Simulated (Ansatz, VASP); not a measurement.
## Zr in VASP and in Ansatz

File INCAR:

```
SYSTEM = Zr
PREC = Accurate
ENCUT = 520
EDIFF = 1E-6
ISMEAR = 0
SIGMA = 0.02
LREAL = .FALSE.
LASPH = .TRUE.
NELM = 100
ALGO = Normal
ISIF = 2
LWAVE = .FALSE.
LCHARG = .FALSE.
GGA = PE
NBANDS = 19
```

The input KPOINTS:

```
regular mesh
0
G
  9 9 5
  0 0 0
```

POSCAR

```
Zr
1.0
    3.2320000000      0.0000000000      0.0000000000
   -1.6160000000      2.7989941050      0.0000000000
    0.0000000000      0.0000000000      5.1470000000
Zr
2
Direct
    0.6666666667      0.3333333333      0.7500000000
    0.3333333333      0.6666666667      0.2500000000
```

File input.yaml:

```yaml
crystal:
  lattice:
    - [3.232, 0.0, 0.0]
    - [-1.616, 2.798994105, 0.0]
    - [0.0, 0.0, 5.147]
  atoms:
    - { symbol: Zr, position: [0.6666666667, 0.3333333333, 0.75] }
    - { symbol: Zr, position: [0.3333333333, 0.6666666667, 0.25] }
kpoints:
  mp_grid: { grid: [9, 9, 5] }
scf:
  occupations: { method: gaussian, width: 0.02 }
hamiltonian:
  xc: pbe
  pseudopotentials: { kind: all_electron, lapw: { basis_error: 0.001 } }
output:
  forces: true
  stress: true
  eigenvalues: true
```

Alike in both runs: task single point; functional PBE; k mesh 9 × 9 × 5; occupations gaussian, width 0.02 eV; no spin polarisation.

|  | VASP | Ansatz |
| --- | --- | --- |
| version | VASP 6.6.1 | Ansatz 0.2.0 |
| potentials or method | VASP PAW PBE potentials, release 64 (Zr_sv) | all-electron LAPW, scalar-relativistic |
| plane-wave cutoff (eV) | 520 | see its input |

```tsv
	VASP	Ansatz	Ansatz less VASP
gap on the k mesh at the Fermi level (eV)	none	none	-
pressure (GPa)	0.6	0.6	-0.01
largest component of the traceless stress (GPa)	0.73	0.73	+0.006
```

A gap of «none» marks a metal or a gap that the smearing closes. Ansatz ran all-electron here, so the differences hold the error of VASP's frozen core and of both bases.
